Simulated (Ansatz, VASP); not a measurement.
# One calculation of InSe, two programs

```
Se In
1.0
     4.09400    0.00000    0.00000
    -2.04700    3.54551    0.00000
     0.00000    0.00000   36.72119
Se In
2 2
Direct
  0.00000 0.00000 0.42188
  0.00000 0.00000 0.57809
  0.66667 0.33333 0.45946
  0.66667 0.33333 0.54051
```

Alike in both runs: task single point; functional PBE; dispersion D3(BJ); k mesh 9 × 9 × 1; occupations gaussian, width 0.02 eV; no spin polarisation.

```csv
,VASP,Ansatz
version,VASP 6.6.1,Ansatz 0.2.0
potentials or method,"VASP PAW PBE potentials, release 64 (Se, In_d)","scalar-relativistic, plane waves, PAW"
plane-wave cutoff (eV),520,420
valence electrons in the cell,38,58
```

|  | VASP | Ansatz | Ansatz less VASP |
| --- | --- | --- | --- |
| gap on the k mesh at the Fermi level (eV) | 1.50 | 1.51 | +0.008 |
| least direct gap on the mesh (eV) | 1.56 | 1.57 | +0.007 |
| rms of the force components (eV/Å) | 0.294 | 0.298 | +0.0045 |

The functional is the same, so the differences come from potentials, cutoffs and numerics. The two sets of potentials don't hold the same shells in valence. Ansatz warned: «structure_snapped_to_symmetry».

Caveats: spin-orbit coupling is left out, which moves the levels of the heavy elements. As with any semilocal functional, this PBE gap is likely too small.
